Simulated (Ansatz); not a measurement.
# Si: the cost of one run

Method: DFT PBE+D3(BJ), scalar-relativistic, plane waves, PAW, in Ansatz 0.2.0.

2 further runs of the same task are left out: 2 set aside as unsound or not needed.

## (1) The starting structure

Symmetry: I4/mmm, No. 139, tetragonal system. Conventional cell: a = 3.239 Å, b = 3.239 Å, c = 2.619 Å, α = 90.00°, β = 90.00°, γ = 90.00°. Si (site symmetry 4/mmm) has 10 Si at 2.62 to 2.64 Å as nearest neighbours.

Coordinates:

```
Si
1.0
    -1.61956    1.61956    1.30957
     1.61956   -1.61956    1.30957
     1.61956    1.61956   -1.30957
Si
1
Direct
  0.00000 0.00000 0.00000
```

It goes back to an entry of the Materials Project, which need not be the stable form.

It is the result of an earlier relaxation at this level (volume 13.74 Å³/atom; gap on the mesh: none (metal)).

## (2) The reference cell

The reference gives a free energy of -635.7714 eV, pressure -0.04 GPa, largest force 0.000 eV/Å and gap on the mesh none (metal). It was computed beforehand with the settings of the runs below.

## (3) Setting up a tetragonal deformation path

At fixed volume and fractional coordinates, lengths along (0.000, 0.000, 1.000) are scaled against those across it; ρ is that ratio over its starting value.

## (4) ρ = 0.850

Input file input.yaml:

```yaml
crystal:
  lattice:
    - [-1.7097181863, 1.7097181863, 1.1751005827]
    - [1.7097181863, -1.7097181863, 1.1751005827]
    - [1.7097181863, 1.7097181863, -1.1751005827]
  atoms:
    - { symbol: Si, position: [0.0, 0.0, 0.0] }
basis:
  ecutwfc: 420
kpoints:
  mp_grid: { grid: [32, 32, 32] }
hamiltonian:
  xc: pbe
  dispersion: d3bj
scf:
  occupations: { method: gaussian, width: 0.15 }
output:
  forces: true
  stress: true
  eigenvalues: true
```

**Question.** How long does this run take on 1 thread of an x86-64 CPU, shared host, and how much memory does it need?

About 13 s, with a peak of 0.63 GiB.
